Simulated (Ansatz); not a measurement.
Reactions of AlH₆NSSi, SMILES `N[SiH2][S][AlH2]`.

Gas-phase electronic energies from Ansatz, PBE0-D4/def2-TZVP geometries. CCSD(T)/CBS is the MP2 limit (def2-TZVPP, def2-QZVPP) plus CCSD(T) − MP2 in def2-TZVPP, frozen cores. This one scheme is used for every species. Double bonds are as drawn, so ΔE can hold a change between cis and trans. Functionals use def2-TZVPP. For Ge outer-core shells are correlated without core-valence functions, which leaves a few kJ/mol of doubt a bond. Scalar relativity is left out up to krypton. Each species was taken in one conformer, which may not be the lowest.

```csv
reaction,ωB97M-V (kJ/mol),r2SCAN-D4 (kJ/mol),HF/CBS(def2) (kJ/mol)
`N[SiH2][S][AlH2]` + `[SiH3][SiH3]` → `N[SiH2][SiH3]` + `[AlH2][S][SiH3]`,23,24,18
`N[SiH2][S][AlH2]` + `N=[C]([AlH2])[SiH3]` → `N=C([SiH3])[SiH2]N` + `[AlH2][S][AlH2]`,-54,-57,-60
`N[SiH2][S][AlH2]` + `N/C(Cl)=[CH]/[GeH3]` → `N/C(Cl)=[CH]/[AlH2]` + `N[SiH2][S][GeH3]`,43,40,39
`N[SiH2][S][AlH2]` + `CCCCO` → `N[SiH2]CO` + `CCC[S][AlH2]`,108,110,122
`N[SiH2][S][AlH2]` + `NCF` → `FC[NH][AlH2]` + `N[SiH2]S`,38,42,33
`N[SiH2][S][AlH2]` + `[SiH3]S` → `N[SiH2]S[SiH3]` + `[AlH2][SH]`,1,1,1
```

Problem. Give the CCSD(T)/CBS values in the same order. (Estimate.)

Solution. The calculation gave: 22, -56, 47, 111, 39, 1 kJ/mol.

Largest T1 diagnostic: 0.013, for `N=[C]([AlH2])[SiH3]`.
